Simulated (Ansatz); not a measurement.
C2H2 on a (001) slab of Ti (P6_3/mmc (No. 194)), 4 planes, outer planes Ti (top) and Ti (bottom), 1 a cell of 28.9 Å², relaxed and still whole (its atoms last):

```
CELL_PARAMETERS angstrom
5.77293 0.00000 0.00000
-2.88646 4.99950 0.00000
0.00000 0.00000 28.18322
ATOMIC_POSITIONS crystal
Ti 0.33333 0.16667 0.28386
Ti 0.33333 0.66667 0.28386
Ti 0.83333 0.16667 0.28386
Ti 0.83333 0.66667 0.28386
Ti 0.16667 0.33333 0.36501
Ti 0.16667 0.83333 0.36501
Ti 0.66667 0.33333 0.36501
Ti 0.66667 0.83333 0.36501
Ti 0.33409 0.16591 0.44898
Ti 0.33409 0.66818 0.44898
Ti 0.83182 0.16591 0.44898
Ti 0.83333 0.66667 0.45000
Ti 0.16667 0.33333 0.52483
Ti 0.16889 0.83444 0.52696
Ti 0.66556 0.33111 0.52696
Ti 0.66556 0.83444 0.52696
C 0.16667 0.33333 0.71501
C 0.16667 0.33333 0.67220
H 0.16667 0.33333 0.75297
H 0.16667 0.33333 0.63415
```

These are results of DFT PBE+D3(BJ), scalar-relativistic, plane waves, PAW (Ansatz), not measurements. Settings: cutoff 420 eV, Γ-centred mesh 4×4×1 on the computed 20-atom cell, Gaussian smearing of 0.10 eV; no spin polarisation. A dipole correction removes the field between periodic images along c.

It binds with 0.10 eV a molecule against the clean slab and the free molecule (no zero-point or thermal terms); its shortest contact is H–Ti 3.08 Å. Take first-order desorption with no barrier to adsorption, no reaction on the face and an assumed prefactor of 10^13 s⁻¹.

Problem. How long does a molecule stay at 473 K?

Solution. τ = ν⁻¹·exp(E/k_BT) with k_BT = 0.0408 eV: E/k_BT = 2.5, so τ ≈ 1×10^-12 s. At about one hit a site a second (10⁻⁶ mbar) the coverage is near τ × 1 s⁻¹, so a layer needs more than atmospheric pressure.

Problem. Where does its peak lie in a desorption experiment heated at 2 K/s?

Solution. The peak obeys E/(k_B·T_p²) = (ν/β)·exp(−E/k_BT_p). Solving gives T_p ≈ 39 K (E/k_BT_p = 29.5). An error of 0.1 eV in E moves it by about 39 K, and larger molecules have larger prefactors, which lowers it.